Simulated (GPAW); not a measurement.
Runs of GPAW 26.7.0 on Ta. Symmetry: Im-3m, No. 229, cubic system. The conventional cell has a = 3.303 Å, b = 3.303 Å, c = 3.303 Å, α = 90.00°, β = 90.00°, γ = 90.00°. Ta (site symmetry m-3m) has 8 Ta at 2.86 Å as nearest neighbours. 

```csv
task,level,potentials or basis,cell,band path,band points,eigensolver,optimizer,fmax,gap on the mesh (eV),pressure (GPa),relaxed volume (Å³/atom)
band structure,RPBE,"the program's PAW data sets (release 1.2.1) made for this functional, pw",as given,"GHNGPH,PN",100,-,-,-,-,6.6,-
relaxation of cell and atoms,BLYP,"PAW data sets generated in the run's folder for this functional, pw",relaxed,-,-,davidson,LBFGS,0.02 eV/Å,none,0.0,18.79
relaxation of cell and atoms,LDA,"the program's PAW data sets (release 1.2.1) made for this functional, pw",relaxed to 20 GPa,-,-,-,FIRE,0.05 eV/Å,none,19.8,-
relaxation of cell and atoms,RPBE,"the program's PAW data sets (release 1.2.1) made for this functional, pw",relaxed,-,-,-,BFGS,0.05 eV/Å,none,0.3,(a)
band structure,r2SCAN,"GPAW PAW data sets (gpaw-data 1.2.1), pw",as given,"GHNGPH,PN",100,-,-,-,-,1.2,-
```

Alike in all rows: no spin polarisation; k mesh 11 × 11 × 11; cutoff (eV) 600; smearing fermi-dirac 0.05 eV.

**Question.** Fill in the values left out.

**Answer.** (a) 18.59.

Caveats: later steps reuse the first step's grids (some runs); spin-orbit coupling is left out, which moves the levels of the heavy elements (some runs); the PAW data sets were made with another functional, which shifts forces and pressure a little (some runs).

A k mesh can miss the band edges, and the runs leave out spin-orbit coupling on Ta.

A gap of «none» marks a metal or a gap under the smearing width.

Runs at the PBE level aren't shown here.
